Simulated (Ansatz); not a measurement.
Runs of Ansatz 0.2.0 on AlO. It takes space group Pm-3m (No. 221, cubic). Conventional cell: a = 2.769 Å, b = 2.769 Å, c = 2.769 Å, α = 90.00°, β = 90.00°, γ = 90.00°. Around Al (site symmetry m-3m) lie 8 O at 2.40 Å. O (site symmetry m-3m) has 8 Al at 2.40 Å as nearest neighbours. The cell was built by a generator and needn't be a form met in nature.

```csv
level,cell,cutoff (eV),target pressure (GPa),gap on the mesh (eV),pressure (GPa),relaxed volume (Å³/atom)
r2SCAN,relaxed to 20 GPa,500,20,none,20.0,-
r2SCAN,relaxed,500,0,none,0.0,10.32
r2SCAN,relaxed to 2 GPa,500,2,none,2.0,-
r2SCAN,relaxed to 5 GPa,500,5,none,5.0,-
revPBE,relaxed,420,-,none,0.0,10.82
r2SCAN,relaxed to 10 GPa,500,10,none,10.0,-
PBEsol,relaxed,420,-,none,0.0,(a)
PBE,relaxed,420,-,none,0.0,10.62
```

Alike in all rows: task relaxation of cell and atoms; potentials or basis Ansatz PAW; no spin polarisation; k mesh 10 × 10 × 10; smearing fermi-dirac 0.05 eV.

Fill in the values left out.

(a) 10.28.

Caveats: the plane-wave basis is chosen anew once the cell has moved, so the energies of steps on either side of that aren't comparable; an odd number of electrons without spin polarisation forces a metal; a magnetic or distorted state may lie lower; the PAW data sets come from PBE, with cores solved anew for the run's functional, which leaves a small shift of forces and pressure (some runs).

A gap of «none» marks a metal or a gap under the smearing width.
